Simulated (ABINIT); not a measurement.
Runs of ABINIT 10.8.3 (patched build) on Nb. It takes space group Im-3m (No. 229, cubic). The conventional cell has a = 3.328 Å, b = 3.328 Å, c = 3.328 Å, α = 90.00°, β = 90.00°, γ = 90.00°. Nb (site symmetry m-3m) has 8 Nb at 2.88 Å as nearest neighbours. 

```csv
task,level,potentials or basis,cell,k mesh,cutoff (eV),smearing,cell freedom (optcell),optimiser (ionmov),cutoff smearing ecutsm (Ha),force stop (Ha/bohr),stop of the response cycle (tolvrs),gap on the mesh (eV),pressure (GPa),relaxed volume (Å³/atom)
relaxation of cell and atoms,LDA,PseudoDojo NC SR LDA v0.4.1 standard,relaxed,8 × 8 × 8,1116,fermi-dirac 0.05 eV,2,2,0.5,2e-05,-,none,0.0,(a)
phonons at a zone-boundary q,LDA,JTH PAW LDA v2.0,as given,12 × 12 × 12,435,cold (ABINIT) 0.2 eV,-,-,-,-,1e-09,none,(b),-
single point,LDA,JTH PAW LDA v2.0,as given,8 × 8 × 8,435,fermi-dirac 0.05 eV,-,-,-,-,-,none,-12.3,-
relaxation of cell and atoms,AM05,JTH PAW PBE v2.0,relaxed,8 × 8 × 8,435,fermi-dirac 0.05 eV,2,2,0.5,2e-05,-,none,0.0,17.54
optical spectrum,PBEsol,PseudoDojo NC SR PBEsol v0.4.1 standard,as given,"14 × 14 × 14, with 2 shifts",1007,methfessel-paxton 0.2 eV,-,-,-,-,-,-,-8.9,-
```

Alike in all rows: no spin polarisation.

Problem. Fill in the values left out.

Solution. (a) 17.23; (b) -12.9.

Caveats: the PAW data sets were made with another functional, which shifts forces and pressure a little (some runs); the intraband (Drude) term is left out (some runs); spectra need much finer meshes, so this one isn't converged (some runs).

A k mesh can miss the band edges, and the runs leave out spin-orbit coupling on Nb.

A gap of «none» marks a metal or a gap under the smearing width.

Not every run made on this cell is shown here.
